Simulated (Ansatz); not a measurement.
Space group P6/mmm (No. 191). a = 4.924 Å, b = 4.924 Å, c = 2.894 Å, α = 90.00°, β = 90.00°, γ = 120.00°
```json
{"atom": "Li", "site": "1a", "symmetry": "6/mmm", "x": "0.0000", "y": "0.0000", "z": "0.0000"}
{"atom": "Li", "site": "2d", "symmetry": "-6m2", "x": "0.6667", "y": "0.3333", "z": "0.5000"}
```

Equation of state of this Li structure (not necessarily the ground state), with shape and atoms relaxed at each volume where symmetry leaves them free. It has no gap at any of these volumes. Theory: Ansatz 0.2.0, DFT PBE, scalar-relativistic, plane waves, PAW.

Cutoff 420 eV; k points 12×12×14 on the computed 3-atom cell (Γ-centred); Gaussian smearing, width 0.10 eV; no spin polarisation.

```tsv
V (Å³/atom)	E − E(largest V) (meV/atom)	P (GPa)
17.825	7.49	2.17
18.433	0.52	1.52
19.040	-4.12	0.94
19.648	-6.73	0.44
20.256	-7.55	0.00
20.863	-6.80	-0.38
21.471	-4.68	-0.72
22.281	0.00	-1.11
```

Problem. Fit a third-order Birch–Murnaghan equation to E(V).

Solution. V0 = 20.26 Å³/atom, B0 = 14 GPa, B0' = 3.4.

This form isn't the element's structure at ambient conditions.

Cost: 8 runs of about 1.1 core-minutes in all, on Arm Neoverse V2 (shared hosts).